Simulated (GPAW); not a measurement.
Runs of GPAW 26.7.0 on Sb. Symmetry: Pm-3m, No. 221, cubic system. Conventional cell: a = 3.160 Å, b = 3.160 Å, c = 3.160 Å, α = 90.00°, β = 90.00°, γ = 90.00°. Sb (site symmetry m-3m) has 6 Sb at 3.16 Å as nearest neighbours. This isn't the form of Sb at room conditions, which is rhombohedral.

```tsv
task	level	potentials or basis	cell	k mesh	cutoff (eV)	smearing	maxiter	convergence	fermi k mesh	supercell	supercell k mesh	gap on the mesh (eV)	pressure (GPa)
single point	PBEsol	PAW data sets generated in the run's folder for this functional, pw	as given	7 × 7 × 7	450	fermi-dirac 0.05 eV	80	-	-	-	-	none	-6.6
single point	r2SCAN	GPAW PAW data sets (gpaw-data 1.2.1), pw	as given	7 × 7 × 7	500	fermi-dirac 0.05 eV	120	default	-	-	-	none	-4.4
single point	LDA	the program's PAW data sets (release 1.2.1) made for this functional, pw	as given	8 × 8 × 8	600	gaussian 0.1 eV	150	-	-	-	-	none	(b)
Fermi surface	PBEsol	PAW data sets generated in the run's folder for this functional, pw	as given	8 × 8 × 8	600	fermi-dirac 0.05 eV	150	-	12 × 12 × 12	-	-	none	(a)
phonons	SCAN+D4	GPAW PAW data sets (gpaw-data 1.2.1), pw	relaxed	6 × 6 × 6	510	fermi-dirac 0.05 eV	150	density=1e-06 eigenstates=1e-09	-	2 × 2 × 2	3 × 3 × 3	none	0.0
single point	LDA	the program's PAW data sets (release 1.2.1) made for this functional, pw	as given	7 × 7 × 7	450	fermi-dirac 0.05 eV	120	default	-	-	-	none	-7.7
```

Alike in all rows: no spin polarisation.

Question: Fill in the values left out.

Answer: (a) -4.9; (b) -6.0.

Caveats: the cutoff is short for stress and forces, so pressures can be off by a GPa or more (some runs); the PAW data sets were made with another functional, which shifts forces and pressure a little (some runs); some modes are imaginary (some runs); phonon bands are interpolated from a small supercell (some runs); pairwise dispersion overbinds metals, which lowers pressure and volume (some runs).

A k mesh can miss the band edges, and the runs leave out spin-orbit coupling on Sb.

A gap of «none» marks a metal or a gap under the smearing width.

Not every run made on this cell is shown here.
